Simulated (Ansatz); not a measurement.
Crystal: TiSi2.

```
Ti Si
1.0
     0.00000    4.11752    4.26290
     2.38951    0.00000    4.26290
     2.38951    4.11752    0.00000
Ti Si
2 4
Direct
  0.75000 0.75000 0.75000
  0.50000 0.50000 0.50000
  0.41257 0.08743 0.41257
  0.08743 0.41257 0.08743
  0.16257 0.83743 0.16257
  0.83743 0.16257 0.83743
```

The cell is a database's computed one.

```yaml
Program: Ansatz 0.2.0
Task: relaxation of cell and atoms
Functional: PBEsol
Potentials_or_basis: Ansatz PAW
Cutoff: "420 eV (not typed: the program's choice for these potentials)"
k_mesh: 5 × 5 × 5
Occupations: fermi-dirac, width 0.05 eV
Spin: no spin polarisation
Hubbard_terms: Ti d U = 6 eV
```

At the start: volume 13.98 Å³/atom.

Task: Where does the relaxation end?

Result: It ends after 6 steps and the volume is 14.39 Å³/atom (+2.9 %); space group Fddd (No. 70, to 0.05 Å).

Step by step:
```
step  energy change (eV)  largest force (eV/Å)  volume (Å³)
   1              0.0000                0.1686        83.88
   2             -0.0352                0.0826        86.35
   3             -0.0368                0.0455        86.37
   4             -0.0377                0.0011        86.33
   5             -0.0377                0.0005        86.32
   6             -0.0383                0.0006        86.32
```

Final structure:
```
Ti Si
1.0
     0.00000    4.18181    4.27063
     2.41665    0.00000    4.27063
     2.41665    4.18181    0.00000
Ti Si
2 4
Direct
  0.75000 0.75000 0.75000
  0.50000 0.50000 0.50000
  0.40887 0.09113 0.40887
  0.09113 0.40887 0.09113
  0.15887 0.84113 0.15887
  0.84113 0.15887 0.84113
```

Caveat: the plane-wave basis is chosen anew once the cell has moved, so the energies of steps on either side of that aren't comparable; U without spin polarisation on a metal has little footing; the PAW data sets come from PBE, with cores solved anew for the run's functional, which leaves a small shift of forces and pressure; the U is typed as a test and isn't derived for this compound.
